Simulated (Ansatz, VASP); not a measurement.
Two plane-wave programs on CaO (kpbe)

File INCAR:

```
SYSTEM = CaO
  ALGO = Normal
  EDIFF = 1E-7
  ENCUT = 520
  GGA = PE
  ISIF = 2
  ISMEAR = 0
  LASPH = .True.
  LCHARG = .False.
  LREAL = .False.
  LWAVE = .False.
  NBANDS = 15
  NELM = 100
  PREC = Accurate
  SIGMA = 0.1
```

KPOINTS

```
k-points
0
Gamma
  6 6 6
  0 0 0
```

The input POSCAR:

```
CaO
1.0
    0.0000000000      2.4535000000      2.4535000000
    2.4535000000      0.0000000000      2.4535000000
    2.4535000000      2.4535000000      0.0000000000
Ca O
1 1
Direct
    0.0000000000      0.0000000000      0.0000000000
    0.5000000000      0.5000000000      0.5000000000
```

Input for Ansatz:

```yaml
crystal:
  lattice:
    - [0.0, 2.4535, 2.4535]
    - [2.4535, 0.0, 2.4535]
    - [2.4535, 2.4535, 0.0]
  atoms:
    - { symbol: Ca, position: [0.0, 0.0, 0.0] }
    - { symbol: O, position: [0.5, 0.5, 0.5] }
basis:
  ecutwfc: 420
kpoints:
  mp_grid: { grid: [6, 6, 6] }
hamiltonian:
  xc: pbe
  pseudopotentials: { kind: paw, azcp: { folder: soft_1 } }
scf:
  occupations: { method: gaussian, width: 0.1 }
output:
  forces: true
  stress: true
  eigenvalues: true
```

Alike in both runs: task single point; functional PBE; k mesh 6 × 6 × 6; occupations gaussian, width 0.1 eV; no spin polarisation.

```csv
,VASP,Ansatz
version,VASP 6.6.1,Ansatz 0.2.0
potentials or method,"VASP PAW PBE potentials, release 64 (Ca_sv, O)","scalar-relativistic, plane waves, PAW"
plane-wave cutoff (eV),520,420
valence electrons in the cell,16,16
```

VASP gave:

| Quantity | Value |
| --- | --- |
| gap on the k mesh at the Fermi level (eV) | 3.64 |
| least direct gap on the mesh (eV) | 4.03 |
| pressure (GPa) | -4.0 |

Question: Which values does Ansatz return?

Answer: gap on the k mesh at the Fermi level (eV): 3.66; least direct gap on the mesh (eV): 4.04; pressure (GPa): -4.5.

The functional is the same, so the differences come from potentials, cutoffs and numerics.

A k mesh can miss the band edges.
